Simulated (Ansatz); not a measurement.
Crystal: CdO (Monteponite).

```
Cd O
1.0
     0.00000    2.34950    2.34950
     2.34950    0.00000    2.34950
     2.34950    2.34950    0.00000
Cd O
1 1
Cartesian
  0.0000 0.0000 0.0000
  2.3495 2.3495 2.3495
```

Base run:

```yaml
Program: Ansatz 0.2.0
Functional: revPBE
Potentials_or_basis: Ansatz PAW
Cutoff: "420 eV (not typed: the program's choice for these potentials)"
k_mesh: 10 × 10 × 10
Occupations: fermi-dirac, width 0.05 eV
Spin: no spin polarisation
```

Its results: band gap on the k mesh none (metal or under the smearing width); pressure 9.4 GPa.

**Question.** After a change of settings the same cell gave: band gap on the k mesh none (metal or under the smearing width); pressure 5.6 GPa. Which change was it?
A. functional from revPBE to BPBE
B. functional from revPBE to LDA; spin from no spin polarisation to spin-orbit coupling, no magnetisation; potential files from those of the base run to others of the same set
C. functional from revPBE to r2SCAN; cutoff from 420 eV (not typed: the program's choice for these potentials) to 500 eV (not typed: the program's choice for these potentials)

**Answer.** A.

Caveats: the PAW data sets come from PBE, with cores solved anew for the run's functional, which leaves a small shift of forces and pressure; this crystal is a semiconductor, whose small gap the functional closes, so the metal is an error of the method.
